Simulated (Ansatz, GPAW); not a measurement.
**One calculation of Rh, 3 ways**

```
CELL_PARAMETERS angstrom
0.00000 1.89785 1.89785
1.89785 0.00000 1.89785
1.89785 1.89785 0.00000
ATOMIC_POSITIONS crystal
Rh 0.00000 0.00000 0.00000
```

Alike in all runs: task single point; functional PBE; k mesh 12 × 12 × 12; occupations gaussian, width 0.014 eV; no spin polarisation; no spin-orbit coupling. Pressure is positive in compression and, in plane waves, holds the error of the finite cutoff, which Ansatz's Pulay term estimates and takes out.

```csv
program and potentials,plane-wave cutoff (eV),notes,band gap (eV),pressure (GPa)
"Ansatz, Ansatz PAW",420,17 valence electrons an atom on average; Pulay term of +0.12 GPa included,no gap,7.22
"GPAW, GPAW PAW data sets (gpaw-data 1.2.1)",600,15 valence electrons an atom on average,no gap,9.20
"Ansatz, all-electron LAPW, scalar-relativistic",-,-,no gap,7.18
```

None finds a gap. The pressure spans 7.18 (Ansatz, all-electron LAPW, scalar-relativistic) to 9.20 GPa (GPAW, GPAW PAW data sets (gpaw-data 1.2.1)), with all-electron results at 7.18.

The functional is the same throughout but for its coding, so the spread measures potentials, basis and numerics; runs on potential files found faulty are left out.
